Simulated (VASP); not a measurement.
Cu, 3 atoms in the cell. The structure is trigonal, space group R-3m (No. 166). The conventional cell has a = 2.671 Å, b = 2.671 Å, c = 19.366 Å, α = 90.00°, β = 90.00°, γ = 120.00°. Cu (site symmetry -3m) has 12 Cu at 2.65 to 2.67 Å as nearest neighbours. Cu (site symmetry 3m) has 12 Cu at 2.65 to 2.67 Å as nearest neighbours. The cell was built by a generator and needn't be a form met in nature.

- Program: VASP 6.6.1
- Task: single point
- Functional: r2SCAN
- Potentials or basis: VASP PAW PBE potentials, release 64 (Cu)
- Cutoff: 520 eV
- k mesh: 9 × 9 × 9
- Occupations: gaussian, width 0.1 eV
- Spin: no spin polarisation
- Dipole correction: no
- Further INCAR settings: ALGO = Normal; EDIFF = 1e-06; NBANDS = 24

Potentials or basis: VASP PAW PBE potentials, release 64 (Cu).

The run is started by

```sh
$ cat potpaw_PBE.64/Cu/POTCAR > POTCAR
$ cp INCAR.step1 INCAR
$ mpirun -np 1 vasp_std > vasp.out
$ cp INCAR.step2 INCAR
$ mpirun -np 1 vasp_std > vasp.out
```

Hardware: 1 thread of Intel(R) Xeon(R) Platinum 8488C (Sapphire Rapids) (shared host).

Task: How long does it take, and how much memory?

Result: Run time: 19 min on 1 thread of Intel(R) Xeon(R) Platinum 8488C (Sapphire Rapids) (shared host), peak memory 0.4 GiB. Counts: scf iterations 8, k points 85.
